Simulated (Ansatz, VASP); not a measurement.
# P3Ir: VASP beside Ansatz

Wanted: the spread between two codes on one cell, functional and k mesh. Of the first pair: The cell is taken from a series of runs on this material, whose earlier steps may have relaxed, scaled, displaced or heated it; both programs get it as it stands. Valence electrons are named where the data sets of a main pair hold unlike numbers.

Main program and level: Ansatz 0.2.0; plane waves, with VASP 6.6.1 beside it; single point at PBEsol, single point at r2SCAN and single point at r2SCAN with rVV10.

**1. The starting structure**

It takes space group Im-3 (No. 204, cubic). The conventional cell has a = 8.044 Å, b = 8.044 Å, c = 8.044 Å, α = 90.00°, β = 90.00°, γ = 90.00°. P has 2 P at 2.23 to 2.34 Å and 2 Ir at 2.36 Å nearest. Nearest to Ir lie 6 P at 2.36 Å. Farther neighbours are not listed.

**2. VASP: single point, PBEsol**

A single point gives forces, pressure and levels at one fixed geometry, so differences don't come from the geometry; what else differs is listed under the comparison.

Lines of VASP's logs that name or quote its potential files are left out, and so is its time.

Input file INCAR:

```
SYSTEM = P3Ir
PREC = Accurate
ENCUT = 400
EDIFF = 1E-06
NELM = 100
ISMEAR = 0
SIGMA = 0.1
LREAL = .FALSE.
ALGO = Normal
GGA = PS
NBANDS = 64
LASPH = .TRUE.
LORBIT = 11
LWAVE = .FALSE.
LCHARG = .FALSE.
KPAR = 4
ISIF = 2
```

Input file POSCAR:

```
P3Ir
1.0
   -4.0218373242      4.0218373242      4.0218373242
    4.0218373242     -4.0218373242      4.0218373242
    4.0218373242      4.0218373242     -4.0218373242
P Ir
12 4
Direct
    0.1388360000      0.7842902100      0.6454542100
    0.1388360000      0.4933817900      0.3545457900
    0.8611640000      0.5066182100      0.6454542100
    0.3545457900      0.1388360000      0.4933817900
    0.8611640000      0.2157097900      0.3545457900
    0.6454542100      0.1388360000      0.7842902100
    0.5066182100      0.6454542100      0.8611640000
    0.6454542100      0.8611640000      0.5066182100
    0.4933817900      0.3545457900      0.1388360000
    0.3545457900      0.8611640000      0.2157097900
    0.2157097900      0.3545457900      0.8611640000
    0.7842902100      0.6454542100      0.1388360000
    0.5000000000      0.0000000000      0.0000000000
    0.5000000000      0.5000000000      0.5000000000
    0.0000000000      0.5000000000      0.0000000000
    0.0000000000      0.0000000000      0.5000000000
```

Input file KPOINTS:

```
Automatic mesh
0
Gamma
4 4 4
0 0 0
```

PAW data sets: P and Ir (PBE family, release 64).

Command:

```sh
> mpirun -np 4 vasp_std
```

Numbers of over 12 decimals in the logs are rounded to 6 here.

Output:

```text
[banner, memory and clock lines left out]
running    4 mpi-ranks, on    1 nodes
 distrk:  each k-point on    1 cores,    4 groups
 distr:  one band on    1 cores,    1 groups

 POSCAR found type information on POSCAR P Ir
 POSCAR found :  2 types and      16 ions
|                                                                             |
|               ----> ADVICE to this user running VASP <----                  |
|                                                                             |
|     You enforced a specific xc type in the INCAR file but a different       |
|     [... a line on the potential file left out ...]
|     I HOPE YOU KNOW WHAT YOU ARE DOING!                                     |
|                                                                             |

 LDA part: xc-table for (Slater+PW92), standard interpolation
 POSCAR, INCAR and KPOINTS ok, starting setup
 FFT: planning ... GRIDC
 FFT: planning ... GRID_SOFT
 FFT: planning ... GRID
 WAVECAR not read
 entering main loop
       N       E                     dE             d eps       ncg     rms          rms(c)
DAV:   1     0.551871151722E+03    0.55187E+03   -0.34469E+04  1024   0.110E+03
DAV:   2    -0.612414604573E+02   -0.61311E+03   -0.56583E+03  1056   0.298E+02
DAV:   3    -0.121378838295E+03   -0.60137E+02   -0.57969E+02  1368   0.883E+01
DAV:   4    -0.123572180833E+03   -0.21933E+01   -0.21724E+01  1280   0.191E+01
DAV:   5    -0.123675714047E+03   -0.10353E+00   -0.10333E+00  1408   0.374E+00    0.368E+01
DAV:   6    -0.120958827527E+03    0.27169E+01   -0.16792E+01  1536   0.263E+01    0.113E+01
DAV:   7    -0.120144339305E+03    0.81449E+00   -0.49105E+00  1472   0.153E+01    0.101E+01
DAV:   8    -0.119855384632E+03    0.28895E+00   -0.63989E-01  1344   0.489E+00    0.854E-01
DAV:   9    -0.119848345017E+03    0.70396E-02   -0.11653E-01  1568   0.179E+00    0.374E-01
DAV:  10    -0.119848405233E+03   -0.60217E-04   -0.15054E-02  1392   0.707E-01    0.202E-01
DAV:  11    -0.119849475626E+03   -0.10704E-02   -0.15360E-03  1248   0.213E-01    0.418E-02
DAV:  12    -0.119849665199E+03   -0.18957E-03   -0.43232E-04  1232   0.124E-01    0.328E-02
DAV:  13    -0.119849742012E+03   -0.76813E-04   -0.13273E-04  1232   0.353E-02    0.184E-02
DAV:  14    -0.119849750070E+03   -0.80581E-05   -0.61592E-05  1376   0.437E-02    0.956E-03
DAV:  15    -0.119849749953E+03    0.11745E-06   -0.11448E-05  1304   0.219E-02    0.348E-03
DAV:  16    -0.119849749923E+03    0.29827E-07   -0.61675E-07   800   0.456E-03
   1 F= -.11984975E+03 E0= -.11984790E+03  d E =-.369242E-02
```

From OUTCAR (step 2):

```text
ion  position               nearest neighbor table
   1  0.139  0.784  0.645-   3 2.23   2 2.34  16 2.36  13 2.36
   2  0.139  0.493  0.355-   5 2.23   1 2.34  14 2.36  15 2.36
   3  0.861  0.507  0.645-   1 2.23   5 2.34  14 2.36  15 2.36
   4  0.355  0.139  0.493-  10 2.23   6 2.34  14 2.36  16 2.36
   5  0.861  0.216  0.355-   2 2.23   3 2.34  16 2.36  13 2.36
   6  0.645  0.139  0.784-   8 2.23   4 2.34  13 2.36  15 2.36
   7  0.507  0.645  0.861-  12 2.23  11 2.34  13 2.36  14 2.36
   8  0.645  0.861  0.507-   6 2.23  10 2.34  14 2.36  16 2.36
   9  0.493  0.355  0.139-  11 2.23  12 2.34  13 2.36  14 2.36
  10  0.355  0.861  0.216-   4 2.23   8 2.34  13 2.36  15 2.36
  11  0.216  0.355  0.861-   9 2.23   7 2.34  15 2.36  16 2.36
  12  0.784  0.645  0.139-   7 2.23   9 2.34  15 2.36  16 2.36
  13  0.500  0.000  0.000-   6 2.36  10 2.36   9 2.36   7 2.36   1 2.36   5 2.36
  14  0.500  0.500  0.500-   2 2.36   3 2.36   4 2.36   7 2.36   8 2.36   9 2.36
  15  0.000  0.500  0.000-  11 2.36  12 2.36   2 2.36   3 2.36   6 2.36  10 2.36
  16  0.000  0.000  0.500-   1 2.36   5 2.36   4 2.36   8 2.36  11 2.36  12 2.36

  LATTYP: Found a body centered cubic cell.
 ALAT       =     8.0436746484

 Subroutine GETGRP returns: Found 24 space group operations
 (whereof 24 operations were pure point group operations)

The static configuration has the point symmetry T_h .

 Found      8 irreducible k-points:

   k-points           NKPTS =      8   k-points in BZ     NKDIM =      8   number of bands    NBANDS=     64

   dimension x,y,z NGX =    48 NGY =   48 NGZ =   48
   dimension x,y,z NGXF=    96 NGYF=   96 NGZF=   96

   ENCUT  =  400.0 eV  29.40 Ry    5.42 a.u.  11.36 11.36 11.36*2*pi/ulx,y,z

   NELECT =      96.0000    total number of electrons

 k-points in reciprocal lattice and weights: Automatic mesh
   0.00000000  0.00000000  0.00000000       0.016
   0.25000000  0.00000000  0.00000000       0.188
   0.50000000  0.00000000  0.00000000       0.094
   0.25000000  0.25000000  0.00000000       0.375
   0.25000000  0.25000000  0.25000000       0.031
  -0.25000000  0.25000000  0.25000000       0.094
   0.50000000  0.50000000  0.25000000       0.188
   0.50000000  0.50000000  0.50000000       0.016

 average (electrostatic) potential at core
       1 -81.1501       2 -81.1501       3 -81.1501       4 -81.1501       5 -81.1501
       6 -81.1501       7 -81.1501       8 -81.1501       9 -81.1501      10 -81.1501
      11 -81.1501      12 -81.1501      13 -50.5852      14 -50.5852      15 -50.5852
      16 -50.5852

 E-fermi :   8.7753

 k-point     1 :       0.0000    0.0000    0.0000
  band No.  band energies     occupation
    ...
     44       6.2107      2.00000
     45       6.8184      2.00000
     46       7.1420      2.00000
     47       7.1420      2.00000
     48       8.7996      0.73057
     49       9.1517      0.00000
     50       9.1517      0.00000
     51       9.2602      0.00000
     52       9.2602      0.00000
     53       9.2602      0.00000
    ...

 k-point     2 :       0.2500    0.0000    0.0000
  band No.  band energies     occupation
    ...
     44       6.3071      2.00000
     45       6.4133      2.00000
     46       6.5349      2.00000
     47       6.6055      2.00000
     48       7.7540      2.00000
     49       8.8897      0.10574
     50       9.2840      0.00000
     51       9.4056      0.00000
     52       9.5652      0.00000
     53       9.8887      0.00000
    ...

 k-point     3 :       0.5000    0.0000    0.0000
  band No.  band energies     occupation
    ...
     44       6.1356      2.00000
     45       6.3647      2.00000
     46       6.4421      2.00000
     47       7.0241      2.00000
     48       7.0978      2.00000
     49       9.0685      0.00003
     50       9.2634      0.00000
     51       9.5966      0.00000
     52       9.9783      0.00000
     53      10.0161      0.00000
    ...

  Total       -3.3353892     -3.3353892     -3.3353892     -0.0000000      0.0000000      0.0000000
  in kB      -20.5363664    -20.5363664    -20.5363664     -0.0000000      0.0000000      0.0000000
  external PRESSURE =     -20.5363664 kB  Pullay stress =       0.0000000 kB

  energy-cutoff  :      400.00
  volume of cell :      260.22
      direct lattice vectors                 reciprocal lattice vectors
    -4.021837324  4.021837324  4.021837324     0.000000000  0.124321289  0.124321289
     4.021837324 -4.021837324  4.021837324     0.124321289  0.000000000  0.124321289
     4.021837324  4.021837324 -4.021837324     0.124321289  0.124321289  0.000000000

 POSITION                                       TOTAL-FORCE (eV/Angst)
 -----------------------------------------------------------------------------------
      5.19182     -0.00000      1.11675         0.042639      0.000000      0.242741
      2.85185      0.00000      1.11675        -0.042639      0.000000      0.242741
      1.16999      4.02184      2.90509         0.042639      0.000000     -0.242741
      1.11675      2.85185      0.00000         0.242741     -0.042639      0.000000
     -1.16999      4.02184      2.90509        -0.042639      0.000000     -0.242741
      1.11675      5.19182     -0.00000         0.242741      0.042639      0.000000
      4.02184      2.90509      1.16999        -0.000000     -0.242741      0.042639
      2.90509      1.16999      4.02184        -0.242741      0.042639      0.000000
      0.00000      1.11675      2.85185        -0.000000      0.242741     -0.042639
      2.90509     -1.16999      4.02184        -0.242741     -0.042639      0.000000
      4.02184      2.90509     -1.16999        -0.000000     -0.242741     -0.042639
     -0.00000      1.11675      5.19182        -0.000000      0.242741      0.042639
     -2.01092      2.01092      2.01092        -0.000000      0.000000      0.000000
      2.01092      2.01092      2.01092        -0.000000      0.000000      0.000000
      2.01092     -2.01092      2.01092        -0.000000      0.000000      0.000000
      2.01092      2.01092     -2.01092        -0.000000      0.000000      0.000000
 -----------------------------------------------------------------------------------
    total drift:                                0.000000      0.000000     -0.000000

  FREE ENERGIE OF THE ION-ELECTRON SYSTEM (eV)
  ---------------------------------------------------
  free  energy   TOTEN  =      -119.8497499230 eV

  energy  without entropy=     -119.8460575025  energy(sigma->0) =     -119.84790371

 total charge
# of ion       s       p       d       tot
------------------------------------------
    1        1.031   1.411   0.000   2.442
    2        1.031   1.411   0.000   2.442
    3        1.031   1.411   0.000   2.442
    4        1.031   1.411   0.000   2.442
    5        1.031   1.411   0.000   2.442
    6        1.031   1.411   0.000   2.442
    7        1.031   1.411   0.000   2.442
    8        1.031   1.411   0.000   2.442
    9        1.031   1.411   0.000   2.442
   10        1.031   1.411   0.000   2.442
   11        1.031   1.411   0.000   2.442
   12        1.031   1.411   0.000   2.442
   13        0.710   0.896   7.169   8.775
   14        0.710   0.896   7.169   8.775
   15        0.710   0.896   7.169   8.775
   16        0.710   0.896   7.169   8.775
--------------------------------------------------
tot         15.211  20.519  28.676  64.406

[... 3 further parts left out ...]
```

The gap is under twice the smearing width, so the edge states are partly filled and the run can't tell a small gap from a semimetal. The PAW data sets were made with PBE, which is usual practice but a small mismatch for other functionals.

**3. Ansatz: single point, PBEsol**

Ansatz runs on its default PAW (the set named soft_2) files.

The same cell, functional, mesh and smearing now go to Ansatz, which takes its cutoff from its data sets.

Input file input.yaml:

```yaml
crystal:
  lattice:
    - [-4.0218373242, 4.0218373242, 4.0218373242]
    - [4.0218373242, -4.0218373242, 4.0218373242]
    - [4.0218373242, 4.0218373242, -4.0218373242]
  atoms:
    - { symbol: P, position: [0.138836, 0.78429021, 0.64545421] }
    - { symbol: P, position: [0.138836, 0.49338179, 0.35454579] }
    - { symbol: P, position: [0.861164, 0.50661821, 0.64545421] }
    - { symbol: P, position: [0.35454579, 0.138836, 0.49338179] }
    - { symbol: P, position: [0.861164, 0.21570979, 0.35454579] }
    - { symbol: P, position: [0.64545421, 0.138836, 0.78429021] }
    - { symbol: P, position: [0.50661821, 0.64545421, 0.861164] }
    - { symbol: P, position: [0.64545421, 0.861164, 0.50661821] }
    - { symbol: P, position: [0.49338179, 0.35454579, 0.138836] }
    - { symbol: P, position: [0.35454579, 0.861164, 0.21570979] }
    - { symbol: P, position: [0.21570979, 0.35454579, 0.861164] }
    - { symbol: P, position: [0.78429021, 0.64545421, 0.138836] }
    - { symbol: Ir, position: [0.5, 0.0, 0.0] }
    - { symbol: Ir, position: [0.5, 0.5, 0.5] }
    - { symbol: Ir, position: [0.0, 0.5, 0.0] }
    - { symbol: Ir, position: [0.0, 0.0, 0.5] }
kpoints:
  mp_grid: { grid: [4, 4, 4] }
hamiltonian:
  xc: pbesol
scf:
  occupations: { method: gaussian, width: 0.1 }
output:
  forces: true
  stress: true
  eigenvalues: true
```

Command:

```sh
> ansatz run input.yaml --threads 4 --pin off --max-ram 16384MiB --backend cpu --events-out ev --progress --plain --runs-dir out
```

Output:

```text
Engine: ansatz 0.2.0, x86_64-unknown-linux-gnu
Pseudopotentials: kind: paw
Pseudopotential: P, paw, valence charge 5, recommended cutoff 420 eV (normal), P.paw.azcp
Pseudopotential: Ir, paw, valence charge 17, recommended cutoff 420 eV (normal), Ir.paw.azcp
Functional definition: PBEsol
  exchange = pbesol_x
  correlation = pbesol_c
Crystal: 16 atoms, lattice volume = 260.216 Å³
Basis set: ecut = 420 eV, 5089 PW (Γ), exchange–correlation on 96×96×96 points (8 copies of the dense FFT grid, shifted against one another)
Bands: 80, of which v1, the nominal top of the filled ones, is band 64 counted from 1 (63 counted from 0)
Symmetry: 24 space group operations
Space group: Im-3 (ITA 204), of the structure as read, at distance tolerance 6.4e-5 Å
k-points: 8 of 64
Non-local potential: P, projectors of the file, l = 0: 2, l = 1: 2, l = 2: 2
Non-local potential: Ir, projectors of the file, l = 0: 3, l = 1: 2, l = 2: 2, l = 3: 1
PAW form: soft (Blöchl's): semilocal exchange-correlation on the pseudo side does not see the compensation charge
PAW frozen core: P, regenerated for the run's functional, and the local potential with it (the file was generated under x = pbe(κ = 0.804, μ = 0.219515), c = pbe(β = 0.066725))
PAW frozen core: Ir, regenerated for the run's functional, and the local potential with it (the file was generated under x = pbe(κ = 0.804, μ = 0.219515), c = pbe(β = 0.066725))
PAW one-centre angular grid: P, 110 points (default); XC on 64 Gauss nodes
PAW one-centre angular grid: Ir, 590 points (default); XC on 64 Gauss nodes
Initial density: superposition of atomic densities (neutral atoms: chi_scale 0, normalization atom), corrected by the library's trained network
Initial wavefunctions: pseudopotential atomic-orbital guess
Functional: x = pbesol(κ = 0.804, μ = 0.123457), c = pbesol(β = 0.046)
SCF iter   1: F=—  HF=-56088.141215 eV  |F-HF|=—  |Δ(HF+E_count)|=         —  Δρ=3.44e-3  dr2=2.65e-2  ethr=1.77e-3  ⟨swp⟩=10.0  Hψ=3150  notcnv=0
preconditioner: auto → Resta (q_TF=auto, 2.424 Å⁻¹)  ε∞=7.9  [insulator: Δε(μ)=1.037 eV  Ē_g=8.615 eV  σ=0.100 eV  W_gap=0.58  n_scr=54 (ndim 8)  ℏωp=22.6 eV  f_vac=0.032  D(μ)=0.71/eV (n_scr^D=0)  ε∞_Penn≈7.9]
SCF iter   2: F=—  HF=-56088.137165 eV  |F-HF|=—  |Δ(HF+E_count)|=   4.05e-3  Δρ=2.12e-3  dr2=1.02e-2  ethr=2.07e-5  ⟨swp⟩=2.0  Hψ=1093  notcnv=0
SCF iter   3: F=—  HF=-56088.135914 eV  |F-HF|=—  |Δ(HF+E_count)|=   1.25e-3  Δρ=7.37e-4  dr2=2.20e-3  ethr=8.01e-6  ⟨swp⟩=2.0  Hψ=964  notcnv=0
automatic band count: iteration 3 solves 78 bands in place of 80: the levels show a gap, and the empty bands left out lie too high to hold charge; the band table lists the bands solved (type scf.n_extra_bands for more)
SCF iter   4: F=—  HF=-56088.135636 eV  |F-HF|=—  |Δ(HF+E_count)|=   2.79e-4  Δρ=2.59e-4  dr2=1.96e-4  ethr=1.72e-6  ⟨swp⟩=2.0  Hψ=845  notcnv=0
SCF iter   5: F=—  HF=-56088.135715 eV  |F-HF|=—  |Δ(HF+E_count)|=   7.95e-5  Δρ=1.39e-4  dr2=6.22e-5  ethr=1.53e-7  ⟨swp⟩=2.0  Hψ=873  notcnv=0
SCF iter   6: F=—  HF=-56088.135559 eV  |F-HF|=—  |Δ(HF+E_count)|=   1.56e-4  Δρ=3.46e-5  dr2=7.19e-6  ethr=4.86e-8  ⟨swp⟩=2.0  Hψ=930  notcnv=0
SCF iter   7: F=—  HF=-56088.135585 eV  |F-HF|=—  |Δ(HF+E_count)|=   2.61e-5  Δρ=1.40e-5  dr2=1.36e-6  ethr=5.62e-9  ⟨swp⟩=3.0  Hψ=1002  notcnv=0
SCF iter   8: F=-56088.135588 eV  HF=-56088.135588 eV  |F-HF|=1.09e-8  |Δ(HF+E_count)|=   2.69e-6  Δρ=1.84e-6  dr2=2.04e-8  ethr=7.81e-11  ⟨swp⟩=9.1  Hψ=3268  notcnv=0
SCF 1 converged in 8 iterations: F = -56088.135588 eV  dr2 = 2.04e-8
  greatest PAW one-centre occupation: 1.000 electrons in one spin orbital (limit 2), on the Ir atom at site 14 (counted from 0), in its partial waves of l = 0
SCF converged after 8 iterations
Free energy (F): -56088.135588 eV
Harris-Foulkes:  -56088.135588 eV  (|F-HF|=1.09e-8)
Internal energy: -56088.132027 eV  (E = F + TS)
E sigma→0 (E₀):  -56088.133807 eV
Entropy (-TS):   -0.003561 eV (-0.223 meV/atom)
Fermi energy:    13.030492 eV
--- Per-component energies (eV) ---
  E_band       = -914.114926
  E_kinetic    = 3355.284027
  E_local      = -9478.773927  (includes V_loc(G=0)·N_el)
  E_nonlocal   = 700.824150
  E_hartree    = 3740.745123
  E_xc         = -1810.535656
  E_vxc        = -1943.831523  (∫ρ·V_xc dr)
  E_paw        = -43003.341397  (= ΣΔE_a)
  E_vpaw       = -1029.116551  (= ΣTr[D̂ρ^β])
  E_aug_tail   = 0.000283  (compensation charges beyond the density's cutoff)
  E_ewald      = -9593.948922
  E_core_change = 1.614292  (= ΣΔE_core)
  E_smearing   = -0.003561  (= −TS)
  E_closure    = -0.000000  (closes the sum)
  Σ components = -56088.135588   (vs F -56088.135588, Δ=0.00e0)
--- Forces (eV/Å), atoms counted from 1 ---
  atom   1  P      0.06216118     0.00000000     0.27419379
  atom   2  P     -0.06216118    -0.00000000     0.27419379
  atom   3  P      0.06216118    -0.00000000    -0.27419379
  atom   4  P      0.27419379    -0.06216118    -0.00000000
  atom   5  P     -0.06216118    -0.00000000    -0.27419379
  atom   6  P      0.27419379     0.06216118    -0.00000000
  atom   7  P      0.00000000    -0.27419379     0.06216118
  atom   8  P     -0.27419379     0.06216118    -0.00000000
  atom   9  P     -0.00000000     0.27419379    -0.06216118
  atom  10  P     -0.27419379    -0.06216118     0.00000000
  atom  11  P      0.00000000    -0.27419379    -0.06216118
  atom  12  P     -0.00000000     0.27419379     0.06216118
  atom  13  Ir     0.00000000    -0.00000000     0.00000000
  atom  14  Ir     0.00000000    -0.00000000    -0.00000000
  atom  15  Ir     0.00000000    -0.00000000     0.00000000
  atom  16  Ir     0.00000000    -0.00000000    -0.00000000
  max |Σ_I F_I| component: 1.11e-16 eV/Å
--- Stress (GPa, compression-positive) ---
       -2.399477      -0.000000      -0.000000
       -0.000000      -2.399477       0.000000
        0.000000       0.000000      -2.399477
  P = ⅓ Tr σ = -2.3995 GPa (-23.995 kbar)
--- Band table (eV; the first three rows and the last of 8) ---
  k-point 0: bands = [... 60 lower, 11.0691, 11.4054, 11.4054, 13.0467, 13.4162, 13.4162, 13.5001, 13.5001, ... 10 higher]
  k-point 1: bands = [... 60 lower, 10.6744, 10.7858, 10.8674, 12.0068, 13.1474, 13.5400, 13.6529, 13.8081, ... 10 higher]
  k-point 2: bands = [... 60 lower, 10.6218, 10.6997, 11.2827, 11.3557, 13.3231, 13.5074, 13.8523, 14.2391, ... 10 higher]
  k-point 7: bands = [... 60 lower, 9.8753, 10.5116, 10.5116, 10.5116, 13.3655, 13.3655, 13.3655, 14.7884, ... 10 higher]
```

The column dr2 measures how far the density is from self-consistency, as an energy; F and HF (Harris–Foulkes) agree once it is small.

The run ends at a pressure of -2.40 GPa, with forces up to 0.28 eV/Å.

(Part 1 of 3 ends here.)

[Lines on the potential files, build, host, timing and source positions are cut from VASP's logs without a mark.]

[Logs are printed without paths, hosts, clocks, repeated set-up lines and the standing remarks that a program may print on its own settings, such as how far it seeks lower states.]

[Hosts, paths, dates, database ids (printed as entryN), source tags and the programs' standing remarks are cut or masked in the printed files.]
